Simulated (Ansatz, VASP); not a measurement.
W: VASP beside Ansatz

```
CELL_PARAMETERS angstrom
-1.55364 1.55364 1.55364
1.55364 -1.55364 1.55364
1.55364 1.55364 -1.55364
ATOMIC_POSITIONS crystal
W 0.00000 0.00000 0.00000
```

Alike in both runs: task single point; functional LDA; k mesh 18 × 18 × 18; occupations gaussian, width 0.05 eV; no spin polarisation.

```csv
,VASP,Ansatz
version,VASP 6.6.1,Ansatz 0.2.0
potentials or method,"VASP PAW LDA potentials, release 64 (W_sv)","scalar-relativistic, plane waves, PAW"
plane-wave cutoff (eV),520,420
valence electrons in the cell,14,14
```

|  | VASP | Ansatz | Ansatz less VASP |
| --- | --- | --- | --- |
| pressure (GPa) | 12.0 | 9.8 | -2.20 |

The runs have no spin-orbit coupling, so splittings on W are missing.
